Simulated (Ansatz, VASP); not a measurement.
# Two plane-wave programs on HfO2

POSCAR

```
HfO2
1.0
    0.0000000000      2.4775518646      2.4775518646
    2.4775518646      0.0000000000      2.4775518646
    2.4775518646      2.4775518646      0.0000000000
Hf O
1 2
Direct
    0.0000000000      0.0000000000      0.0000000000
    0.2500000000      0.2500000000      0.2500000000
    0.7500000000      0.7500000000      0.7500000000
```

Contents of INCAR.step1:

```
SYSTEM = HfO2
PREC = Accurate ; ENCUT = 520
ISMEAR = 0 ; SIGMA = 0.01
LREAL = .FALSE. ; LASPH = .TRUE.
NELM = 80 ; NBANDS = 18
GGA = PE ; ALGO = Normal
EDIFF = 1E-4 ; LWAVE = .TRUE.
LCHARG = .FALSE.
```

INCAR.step2

```
SYSTEM = HfO2
PREC = Accurate ; ENCUT = 520
EDIFF = 1E-6 ; ISMEAR = 0
SIGMA = 0.01 ; LREAL = .FALSE.
LASPH = .TRUE. ; NELM = 80
ALGO = Normal ; ISIF = 2
LWAVE = .FALSE. ; LCHARG = .FALSE.
METAGGA = R2SCAN ; LMIXTAU = .TRUE.
NBANDS = 18 ; ISTART = 1
```

The input KPOINTS:

```
Automatic mesh
0
G
  8 8 8
  0 0 0
```

Input for Ansatz:

```yaml
crystal:
  lattice:
    - [0.0, 2.4775518646, 2.4775518646]
    - [2.4775518646, 0.0, 2.4775518646]
    - [2.4775518646, 2.4775518646, 0.0]
  atoms:
    - { symbol: Hf, position: [0.0, 0.0, 0.0] }
    - { symbol: O, position: [0.25, 0.25, 0.25] }
    - { symbol: O, position: [0.75, 0.75, 0.75] }
kpoints:
  mp_grid: { grid: [8, 8, 8] }
hamiltonian:
  xc: r2scan
scf:
  occupations: { method: fixed }
  n_extra_bands: 4
output:
  forces: true
  stress: true
  eigenvalues: true
```

Alike in both runs: task single point; functional r2SCAN; k mesh 8 × 8 × 8; no spin polarisation.

|  | VASP | Ansatz |
| --- | --- | --- |
| version | VASP 6.6.1 | Ansatz 0.2.0 |
| potentials or method | VASP PAW PBE potentials, release 64 (Hf_pv, O) | plane waves, PAW |
| plane-wave cutoff (eV) | 520 | 500 |
| occupations | gaussian, width 0.01 eV | fixed |
| valence electrons in the cell | 22 | 38 |

|  | VASP | Ansatz | Ansatz less VASP |
| --- | --- | --- | --- |
| gap on the k mesh at the Fermi level (eV) | 4.50 | 4.47 | -0.033 |
| pressure (GPa) | 14.5 | 19.1 | +4.56 |

One of these differences is far larger than is usual between the two programs; its cause wasn't traced. The two sets of potentials don't hold the same shells in valence.

Caveats: the PAW data sets were made with another functional, which shifts forces and pressure a little (VASP); spin-orbit coupling is left out, which moves the levels of the heavy elements. r2SCAN opens gaps a little over a GGA but as a rule still falls short of measured ones. A k mesh can miss the band edges.
